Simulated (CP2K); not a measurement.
Runs of CP2K 2026.2 on Rh. It takes space group Fm-3m (No. 225, cubic). Conventional cell: a = 3.796 Å, b = 3.796 Å, c = 3.796 Å, α = 90.00°, β = 90.00°, γ = 90.00°. Rh (site symmetry m-3m) has 12 Rh at 2.68 Å as nearest neighbours. 

```tsv
level	potentials or basis	smearing	EPS_DEFAULT	NGRIDS	potentials	points a segment of the path (NPOINTS)	bands added on the path	gap on the mesh (eV)	pressure (GPa)
PBE	POTENTIAL_UZH Rh GTH-PBE-q17; TZVP-MOLOPT-PBE-GTH basis	fermi-dirac 0.01 eV	1.0E-9	5	Rh GTH-PBE-q17 of POTENTIAL_UZH	6	4	none	9.6
PBE	POTENTIAL_UZH Rh GTH-PBE-q17; TZVP-MOLOPT-PBE-GTH basis	fermi-dirac 0.01 eV	1.0E-9	4	Rh GTH-PBE-q17 of POTENTIAL_UZH	10	2	none	9.6
PBEsol	POTENTIAL_UZH Rh GTH-PBE-q17; TZVP-MOLOPT-PBE-GTH basis	fermi-dirac 0.0259 eV	1.0E-9	5	Rh GTH-PBE-q17 of POTENTIAL_UZH	8	6	none	(a)
TB-mBJ	POTENTIAL_UZH Rh GTH-PBE-q17; TZVP-MOLOPT-PBE-GTH basis	fermi-dirac 0.01 eV	1.0E-10	5	Rh GTH-PBE-q17 of POTENTIAL_UZH	6	6	none	-
LDA	GTH_POTENTIALS Rh GTH-PADE-q17; TZVP-MOLOPT-PBE-GTH basis	fermi-dirac 0.0259 eV	1.0E-9	5	Rh GTH-PADE-q17 of GTH_POTENTIALS	6	4	none	-15.8
```

Alike in all rows: task band structure; no spin polarisation; cell as given; k mesh 12 × 12 × 12.

Question: Fill in the values left out.

Answer: (a) -1.2.

Caveats: the basis of atomic orbitals isn't converged, which shifts pressures, moduli and gaps; the potentials were made for another functional, which shifts forces and pressure (some runs); this is a model potential without an energy functional, so only levels have meaning (some runs); so large a pressure means that the cell lies far from this level's equilibrium, or that cutoff or potentials fall short (some runs).

A k mesh can miss the band edges, and the runs leave out spin-orbit coupling on Rh.

A gap of «none» marks a metal or a gap under the smearing width.
